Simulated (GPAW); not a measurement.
## A GW chain in GPAW: NaH (honeycomb monolayer)

Wanted: ground state, empty states, screening and self-energy for NaH (honeycomb monolayer).

Method: LDA and many-body steps on it, plane waves, in GPAW 26.7.0.

### 1. Set-up

The cell holds 2 atoms: 1 Na and 1 H. Cell: a = 3.024 Å, b = 3.024 Å, c = 11.400 Å, α = 90.0°, β = 90.0°, γ = 120.0°. Vacuum lies along c.

The start is a generated structure, not a measured one.

### 2. Relaxation

This step: GPAW 26.7.0; DFT, LDA, plane waves, PAW.

Gaps follow bond lengths, so the structure is brought to rest first.

Input file run.py:

```python
import json
import numpy as np
from gpaw.mpi import world
from ase import Atoms
from ase.constraints import FixSymmetry
from ase.filters import FrechetCellFilter
from ase.optimize import BFGS
from gpaw import GPAW, PW, FermiDirac

atoms = Atoms(['Na', 'H'],
    cell=[[3.0242094326, 0.0000000000, 0.0000000000],
      [-1.5121047163, 2.6190421950, 0.0000000000],
      [0.0000000000, 0.0000000000, 11.4000000000]],
    scaled_positions=[[0.3333333333, 0.6666666667, 0.4824561404],
      [0.6666666667, 0.3333333333, 0.5175438596]],
    pbc=(True, True, False))
atoms.set_constraint(FixSymmetry(atoms))
atoms.calc = GPAW(mode=PW(700),
    xc='LDA',
    kpts={'size': (9, 9, 1), 'gamma': True},
    occupations=FermiDirac(0.02),
    convergence={'density': 1e-5},
    txt='relax.txt')
steps = []
opt = BFGS(FrechetCellFilter(atoms, mask=[1, 1, 0, 0, 0, 1]), logfile='bfgs.log')
opt.attach(lambda: steps.append([atoms.get_potential_energy(), atoms.cell[:], atoms.positions.copy(), atoms.get_forces()]))
converged = opt.run(fmax=0.03, steps=50)
res = {'converged': bool(converged), 'steps': steps, 'cell': atoms.cell[:], 'frac': atoms.get_scaled_positions()}

if world.rank == 0:
    with open('result.json', 'w') as f:
        json.dump(res, f, default=lambda x: x.tolist())
```

Launch:

```sh
> mpirun -n 4 gpaw python run.py
```

The log of the run:

```text
Step     Time          Energy          fmax
BFGS:    0        -4.246815        2.107604
BFGS:    1        -4.366539        1.865811
BFGS:    2        -4.843393        0.593982
[...]
BFGS:    9        -5.000390        0.048827
BFGS:   10        -5.000956        0.004669
```

The job ended after 37 s (4 MPI ranks of Arm Neoverse V1, shared host; peak memory 0.94 GiB).

Relaxation path:

```tsv
step	energy less that of the first step (eV)	largest force (eV/Å)
1	0.0000	0.0484
2	-0.1197	0.0264
3	-0.5966	0.3320
4	-0.6730	0.3835
5	-0.6861	0.3812
6	-0.6929	0.3624
7	-0.7080	0.2953
8	-0.7274	0.1800
9	-0.7459	0.0500
10	-0.7536	0.0083
11	-0.7541	0.0047
```

The atoms that moved most (Å):

```tsv
atom	dx	dy	dz	length
Na1	0.000	0.000	0.202	0.202
H2	0.000	0.000	-0.202	0.202
```

The relaxed structure:

```cif
data_structure
_symmetry_space_group_name_H-M 'P 1'
_symmetry_Int_Tables_number 1
_cell_length_a 3.6475
_cell_length_b 3.6475
_cell_length_c 11.4000
_cell_angle_alpha 90.000
_cell_angle_beta 90.000
_cell_angle_gamma 120.000
_cell_volume 131.35
loop_
_atom_site_label
_atom_site_type_symbol
_atom_site_fract_x
_atom_site_fract_y
_atom_site_fract_z
_atom_site_occupancy
Na1 Na 0.33333 0.66667 0.50020 1
H2 H 0.66667 0.33333 0.49980 1
```

### 3. Ground state

The ground-state density comes first.

Input file run.py:

```python
import json
import numpy as np
from gpaw.mpi import world
from ase import Atoms
from gpaw import GPAW, PW, FermiDirac

atoms = Atoms(['Na', 'H'],
    cell=[[3.6475123133, 0.0000000000, 0.0000000000],
      [-1.8237561566, 3.1588383239, 0.0000000000],
      [0.0000000000, 0.0000000000, 11.4000000000]],
    scaled_positions=[[0.3333333333, 0.6666666667, 0.5001960419],
      [0.6666666667, 0.3333333333, 0.4998007827]],
    pbc=(True, True, False))
calc = GPAW(mode=PW(600),
    xc='LDA',
    kpts={'size': (9, 9, 1), 'gamma': True},
    occupations=FermiDirac(0.001),
    nbands=-7,
    convergence={'density': 1e-6, 'bands': -3},
    maxiter=100,
    txt='gs.txt')
atoms.calc = calc
res = {'energy': atoms.get_potential_energy()}
kpts = calc.get_ibz_k_points()
res['kpts'] = kpts
res['eigenvalues'] = [calc.get_eigenvalues(kpt=k) for k in range(len(kpts))]
res['n_electrons'] = calc.get_number_of_electrons()
calc.write('gs.gpw')

if world.rank == 0:
    with open('result.json', 'w') as f:
        json.dump(res, f, default=lambda x: x.tolist())
```

Launch:

```sh
> mpirun -n 4 gpaw python run.py
```

The log of the run:

```text
__  _  _
 | _ |_)|_||  |
 |__||  | ||/\| - 26.7.0

Input parameters:
  mode=PW(ecut=600.0),
  convergence={'density': 1e-06, 'bands': -3},
  kpts=MonkhorstPack(size=(9, 9, 1), gamma=True),
  maxiter=100,
  nbands=-7,
  occupations=Occupations(name='fermi-dirac', width=0.001, fixmagmom=False),
  xc=XC(name='LDA')
  [... matrices ...]
Diagonalizing LCAO Hamiltonian
Converting LCAO to pw mode

        Na H

Atoms  # Å, Bohr magnetons
|   | symbol |         x |        y |        z |    initial magnetic moments |
| 0 |     Na | -0.000000 | 2.105892 | 5.702235 | ( 0.0000,  0.0000,  0.0000) |
| 1 |      H |  1.823756 | 1.052946 | 5.697729 | ( 0.0000,  0.0000,  0.0000) |

Unit cell  # Å
| periodic |         x |        y |         z |   lengths |     angles |
|      yes |  3.647512 | 0.000000 |  0.000000 |  3.647512 |  90.000000 |
|      yes | -1.823756 | 3.158838 |  0.000000 |  3.647512 |  90.000000 |
|       no |  0.000000 | 0.000000 | 11.400000 | 11.400000 | 120.000000 |

Number of symmetries: 6
Symmetry operations  # r_c * U_cc + t_c -> r_c
|   | kind |            matrix            |
| 0 |  σ   |  1, 1, 0,  0,-1, 0,  0, 0, 1 |
| 1 |  E   |  1, 0, 0,  0, 1, 0,  0, 0, 1 |
| 2 |  C3  |  0, 1, 0, -1,-1, 0,  0, 0, 1 |
| 3 |  σ   |  0,-1, 0, -1, 0, 0,  0, 0, 1 |
| 4 |  σ   | -1, 0, 0,  1, 1, 0,  0, 0, 1 |
| 5 |  C3  | -1,-1, 0,  1, 0, 0,  0, 0, 1 |

BZ-sampling:
  Number of BZ points: 81
  Number of IBZ points: 12

  Monkhorst-Pack size: [9, 9, 1]
  Monkhorst-Pack shift: [0, 0, 0]

K-points  # in reciprocal-cell coordinates
|     |                                coordinates |     weight |
|   0 | (  0.00000000,   0.00000000,   0.00000000) | 0.01234568 |
|   1 | (  0.11111111,   0.00000000,   0.00000000) | 0.07407407 |
|   2 | (  0.22222222,  -0.11111111,   0.00000000) | 0.07407407 |
|   3 | (  0.22222222,   0.00000000,   0.00000000) | 0.07407407 |
|   4 | (  0.33333333,  -0.11111111,   0.00000000) | 0.14814815 |
|   5 | (  0.33333333,   0.00000000,   0.00000000) | 0.07407407 |
|   6 | (  0.33333333,   0.33333333,   0.00000000) | 0.02469136 |
|   7 | (  0.44444444,  -0.22222222,   0.00000000) | 0.07407407 |
|   8 | (  0.44444444,  -0.11111111,   0.00000000) | 0.14814815 |
|   9 | (  0.44444444,   0.00000000,   0.00000000) | 0.07407407 |
| ... |                                            |            |
|  11 | (  0.44444444,   0.44444444,   0.00000000) | 0.07407407 |

Plane wave coefficients: 4419
Cutoff: 600.0 eV

Spin-components: 1 (collinear spins)
Bands:           11
Projectors:      8
Spin-degeneracy: 2
Datatype:        complex128

  Storage: CPU
  Wave functions: 9_332_928 bytes (2_333_232 per core)
  Projectors: 16_120_512 bytes (4_030_128 per core)
  [... matrices ...]
Parallelization:
  kpt:    4
  domain: 1
  band:   1

Density:
  Valence electrons: 8.0
  Components: 1
  Grid points: [21 21 70]
  Charge: 0.0  # |e|

Potential:
  Grid points: [21 21 70]

species:
  Na:
    name:    Sodium
    Z:       11.0
    valence: 7
    core:    4
    charge:  0.0  # [|e|]
    compensation charges:
      type: gauss
      rc: 0.37  # [Å]
      lmax: 2
    cutoffs:
      filter: 2.17  # [Å]
      core: 2.59  # [Å]
    projectors
    | kind |    occ | energy [eV] | rcut [Å] |
    |   3s |  1.000 |      -2.819 |    1.201 |
    |   2p |  6.000 |     -28.826 |    1.217 |
    |   3p |  0.000 |      -0.774 |    1.217 |
    |    s |        |      24.392 |    1.201 |
    |    d |        |       0.000 |    1.238 |

    Using partial waves for Na as LCAO basis

  H:
    name:    Hydrogen
    Z:       1.0
    valence: 1
    core:    0
    charge:  0.0  # [|e|]
    compensation charges:
      type: gauss
      rc: 0.15  # [Å]
      lmax: 2
    cutoffs:
      filter: 0.85  # [Å]
      core: 0.53  # [Å]
    projectors
    | kind |    occ | energy [eV] | rcut [Å] |
    |   1s |  1.000 |      -6.353 |    0.476 |
    |    s |        |      20.858 |    0.476 |
    |    p |        |       0.000 |    0.476 |

    Using partial waves for H as LCAO basis

Reference energy: -4410.837503  # eV

eigensolver:
  PPCG
  Converge bands: -3
  niter=2

density mixing:
  MSR1-Mixer
  Pratt-step length: 0.05
  Maximum mixing coefficient: 0.75
  Old densities: 10
  SVD Regularization: 0.005
  Good broyden scale: 1.0
  Trust region scale: 1.0
  Backstep threshold: 4.0
  History deletion threshold: 6.0
  Fourier metric: weight=20.0, sigma=0.015

occupation numbers:
  Fermi-Dirac:
    width: 0.0010  # eV

poisson solver:
  ecut: 4800.0  # eV

xc functional:
  name: None

Initialization done in: 0.732 s

convergence criteria:
- Maximum integral of absolute [dens]ity change: 1e-06 electrons / valence electron
- Maximum [total energy] change in last 3 cyles: 0.0005 eV / valence electron
- Maximum integral of absolute [eigenst]ate change: 4e-08 eV^2 / valence electron
maximum number of iterations: 100

SCF iterations
|iter     |     time |      energy | eigst |  dens |
|iter:   1|  |   -5.715856 | +1.50 |       |
|iter:   2|  |   -5.608497 | +0.32 | -0.88 |
|iter:   3|  |   -5.004075 | -0.79 | -0.91 |
|iter:   4|  |   -4.998539 | -2.10 | -1.64 |
|iter:   5|  |   -4.999230 | -3.25 | -2.07 |
|iter:   6|  |   -4.999226c| -4.63 | -2.92 |
|iter:   7|  |   -4.999227c| -6.07 | -3.90 |
|iter:   8|  |   -4.999227c| -7.30 | -4.34 |
|iter:   9|  |   -4.999227c| -7.47c| -5.31 |
|iter:  10|  |   -4.999227c| -8.49c| -6.18c|

Converged in 10 steps
SCF loop duration: 2.484 s (0.248 s/step)
Energy contributions relative to reference atoms: (reference = -4410.837503)
  [... matrices ...]
Energy contributions:
  Kinetic:           5.433452
  Coulomb:          -5.440030
  Zero:             -0.043074
  External:          0.000000
  Xc:               -4.949576
  Entropy:          -0.000000
  Spinorbit:         0.000000
  ----------------------------
  Free energy:      -4.999227
  Extrapolated:     -4.999227

dipole moment: (-1.245474, 0.719071, 0.001911)  # |e|*Ang

Fermi level: -3.944
Eigenvalues  # (at kpt = [0.000, 0.000, 0.000])
| band index |      eig [eV] | occ [0-2] |
|          0 |       -26.245 |     2.000 |
|          1 |       -26.121 |     2.000 |
|          2 |       -26.121 |     2.000 |
|          3 |        -5.918 |     2.000 |
|          4 |        -0.718 |     0.000 |
|          5 |         0.219 |     0.000 |
|          6 |         2.322 |     0.000 |
|          7 |         3.106 |     0.000 |
|          8 |         5.959 |     0.000 |
|          9 |         8.719 |     0.000 |
|         10 |         9.077 |     0.000 |

Gap: 3.247 eV
Transition (v -> c):
  (s=0, k=6, n=3, [0.33, 0.33, 0.00]) -> (s=0, k=0, n=4, [0.00, 0.00, 0.00])
Direct/indirect transitions are different
Direct gap: 4.687 eV
Transition at: (s=0, k=11, n=3, [0.44, 0.44, 0.00])
vacuum-level: 0.728  # V
# Writing to gs.gpw (mode='')
  [... matrices ...]
```

Wall time 5 s (4 MPI ranks); peak memory 0.69 GiB; 20 s of CPU time.

Numbers from this step:

| Item | Value |
| --- | --- |
| total energy | -4.999 eV |
| gap | 3.247 eV |
| k of the valence top | 0.3333, 0.3333, 0 |
| k of the conduction bottom | 0, 0, 0 |
| least direct gap | 4.687 eV |

The gap is indirect, with the least direct gap 1.44 eV higher.

### 4. Bands along the symmetry lines

Levels along a band path, at the cheap level, show where the edges lie and whether the meshes to come will hold them.

Input file run.py:

```python
import json
import numpy as np
from gpaw.mpi import world
from gpaw import GPAW

path = [[0.000000, 0.000000, 0.000000],
    [0.062500, 0.000000, 0.000000],
    [0.125000, 0.000000, 0.000000],
    [0.187500, 0.000000, 0.000000],
    [0.250000, 0.000000, 0.000000],
    [0.312500, 0.000000, 0.000000],
    [0.375000, 0.000000, 0.000000],
    [0.437500, 0.000000, 0.000000],
    [0.500000, 0.000000, 0.000000],
    [0.479167, 0.041667, 0.000000],
    [0.458333, 0.083333, 0.000000],
    [0.437500, 0.125000, 0.000000],
    [0.416667, 0.166667, 0.000000],
    [0.395833, 0.208333, 0.000000],
    [0.375000, 0.250000, 0.000000],
    [0.354167, 0.291667, 0.000000],
    [0.333333, 0.333333, 0.000000],
    [0.291667, 0.291667, 0.000000],
    [0.250000, 0.250000, 0.000000],
    [0.208333, 0.208333, 0.000000],
    [0.166667, 0.166667, 0.000000],
    [0.125000, 0.125000, 0.000000],
    [0.083333, 0.083333, 0.000000],
    [0.041667, 0.041667, 0.000000],
    [0.000000, 0.000000, 0.000000]]
calc = GPAW('gs.gpw').fixed_density(kpts=path,
    symmetry='off',
    nbands=14,
    convergence={'bands': 10},
    txt='bands.txt')
res = {}
kpts = calc.get_ibz_k_points()
res['kpts'] = kpts
res['eigenvalues'] = [calc.get_eigenvalues(kpt=k) for k in range(len(kpts))]
res['n_electrons'] = calc.get_number_of_electrons()

if world.rank == 0:
    with open('result.json', 'w') as f:
        json.dump(res, f, default=lambda x: x.tolist())
```

Launch:

```sh
> mpirun -n 4 gpaw python run.py
```

The log of the run:

```text
Diagonalizing LCAO Hamiltonian
Converting LCAO to pw mode
convergence criteria:
- Maximum integral of absolute [eigenst]ate change: 4e-08 eV^2 / valence electron
maximum number of iterations: 100

SCF iterations
|iter     |     time |      energy | eigst |  dens |
|iter:   1|  |             | +2.22 |       |
|iter:   2|  |             | +0.55 |       |
|iter:   3|  |             | -0.54 |       |
|iter:   4|  |             | -3.27 |       |
|iter:   5|  |             | -5.39 |       |
|iter:   6|  |             | -6.85 |       |
|iter:   7|  |             | -7.77c|       |
SCF steps: 7
  __  _  _
 | _ |_)|_||  |
 |__||  | ||/\| - 26.7.0

Input parameters:
  mode=PW(ecut=600.0),
  convergence={'bands': 10},
  gpts=array([21, 21, 70]),
  kpts=KPoints(kpts=array([[0.      , 0.      , 0.      ],
         [0.0625  , 0.      , 0.      ],
         [0.125   , 0.      , 0.      ],
         [0.1875  , 0.      , 0.      ],
[...]
[0.479167, 0.041667, 0.      ],
         [0.458333, 0.083333, 0.      ],
[...]
[0.416667, 0.166667, 0.      ],
[...]
[0.25    , 0.25    , 0.      ],
[...]
[0.125   , 0.125   , 0.      ],
         [0.083333, 0.083333, 0.      ],
         [0.041667, 0.041667, 0.      ],
         [0.      , 0.      , 0.      ]])),
  maxiter=100,
  nbands=14,
  occupations=Occupations(name='fermi-dirac', width=0.001, fixmagmom=False),
  parallel={},
  symmetry=Symmetry(point_group=False, time_reversal=False),
  xc=XC(name='LDA')
  [... matrices ...]
timing:  # [seconds]
  Total: 0.026  # ━━━━━━━━━━━━━━━━━━━━━━━━━━━━━━━━━━━━━━━━━━━━━━━━━━━━━━━━━━━
```

Elapsed: 6.7 s, on 4 MPI ranks; peak memory 0.76 GiB.

Numbers from this step:

* gap: 3.247 eV
* k of the valence top: 0.3333, 0.3333, 0
* k of the conduction bottom: 0, 0, 0
* least direct gap: 4.606 eV

The gap is 3.247 eV, as in the run before at this level.

Electronic bands along the path, in eV, zero at the top of the highest filled band; v1 is the highest filled band, c1 the lowest empty one:

```tsv
point	v4	v3	v2	v1	c1	c2	c3	c4
Γ	-22.28	-22.16	-22.16	-1.95	3.25	4.18	6.29	7.07
halfway	-22.28	-22.18	-22.16	-1.25	4.16	4.90	6.39	7.98
M	-22.28	-22.20	-22.17	-0.24	4.37	6.74	7.06	7.69
halfway	-22.27	-22.20	-22.17	-0.14	4.65	7.04	7.30	7.36
K	-22.27	-22.19	-22.18	0.00	5.18	6.18	7.83	8.20
halfway	-22.28	-22.18	-22.16	-1.05	4.46	5.06	6.41	8.29
Γ	-22.28	-22.16	-22.16	-1.95	3.25	4.18	6.29	7.07
```

The electronic bands as a text plot (rows in eV, shown from -8.0 to 8.3 only):

```
    8.0 |         +++     +++++++     +++++      +++++++++
    7.3 |+++++++++        +++++++++++++    ++++++         +++++++
    6.6 |+++++++++++++++++  +++++++ +++++  +++   ++++++++++++++++
    5.9 |                 ++             ++   +++
    5.2 |            +++++            +++++++++++++++++
    4.6 | ++++++++++++++++++++++++++++              ++++++++++++
    3.9 |+     ++++++                                  +++      +
    3.2 |++++++                                           +++++++
    2.5 |
    1.9 |
    1.2 |
    0.5 |
   -0.2 |                 ***********************
   -0.9 |            *****                       ******
   -1.5 |    ********                                  ******
   -2.2 |****                                                ****
   -2.9 |
   -3.6 |
   -4.3 |
   -4.9 |
   -5.6 |
   -6.3 |
   -7.0 |
   -7.7 |
         Γ                   M           K                      Γ
```

### 5. Empty states on the mesh, 9×9×1 mesh, 308 bands

The sums over transitions need many empty states on a uniform mesh; this step solves for them.

Input file run.py:

```python
import json
import numpy as np
from gpaw.mpi import world
from gpaw import GPAW

calc = GPAW('gs.gpw').fixed_density(kpts={'size': (9, 9, 1), 'gamma': True},
    nbands=359,
    convergence={'bands': 308},
    txt='nscf.txt')
calc.write('full.gpw', mode='all')
res = {}
kpts = calc.get_ibz_k_points()
res['kpts'] = kpts
res['eigenvalues'] = [calc.get_eigenvalues(kpt=k) for k in range(len(kpts))]
res['n_electrons'] = calc.get_number_of_electrons()

if world.rank == 0:
    with open('result.json', 'w') as f:
        json.dump(res, f, default=lambda x: x.tolist())
```

Launch:

```sh
> mpirun -n 4 gpaw python run.py
```

The log of the run:

```text
Diagonalizing LCAO Hamiltonian
Converting LCAO to pw mode
convergence criteria:
- Maximum integral of absolute [eigenst]ate change: 4e-08 eV^2 / valence electron
maximum number of iterations: 100

SCF iterations
|iter     |     time |      energy | eigst |  dens |
|iter:   1|  |             | +5.27 |       |
|iter:   2|  |             | +4.09 |       |
|iter:   3|  |             | +2.97 |       |
[...]
|iter:  17|  |             | -6.76 |       |
|iter:  18|  |             | -7.14 |       |
|iter:  19|  |             | -7.42c|       |
SCF steps: 19
  __  _  _
 | _ |_)|_||  |
 |__||  | ||/\| - 26.7.0

Input parameters:
  mode=PW(ecut=600.0),
  convergence={'bands': 308},
  gpts=array([21, 21, 70]),
  kpts=MonkhorstPack(size=(9, 9, 1), gamma=True),
  maxiter=100,
  nbands=359,
  occupations=Occupations(name='fermi-dirac', width=0.001, fixmagmom=False),
  parallel={},
  xc=XC(name='LDA')
# Writing to full.gpw (mode='all')
  [... matrices ...]

timing:  # [seconds]
  Total: 0.102  # ━━━━━━━━━━━━━━━━━━━━━━━━━━━━━━━━━━━━━━━━━━━━━━━━━━━━━━━━━━━
```

Run time: 4.4 min. Hardware: 4 MPI ranks; peak memory 1.4 GiB; 18 min of CPU time.

This step gave:

```
gap                                                           : 3.247 eV
k of the valence top                                          : 0.3333, 0.3333, 0
k of the conduction bottom                                    : 0, 0, 0
least direct gap                                              : 4.687 eV
k points computed                                             : 12
lowest point of the top converged band, above the valence top : 100.9305 eV
```

On this mesh the gap is 3.247 eV.

[end of part 1 of 2]

[Paths, hosts, dates, memory and timing lines, banners, echoed tables and standing remarks are left out of the program output.]

[Logs are printed without paths, hosts, clocks, repeated set-up lines and the standing remarks that a program may print on its own settings, such as how far it seeks lower states.]

[Runs of the session that timed out or met a known fault of the program may be left out.]

[Hosts, paths, dates, database ids (printed as entryN), source tags and the programs' standing remarks are cut or masked in the printed files.]
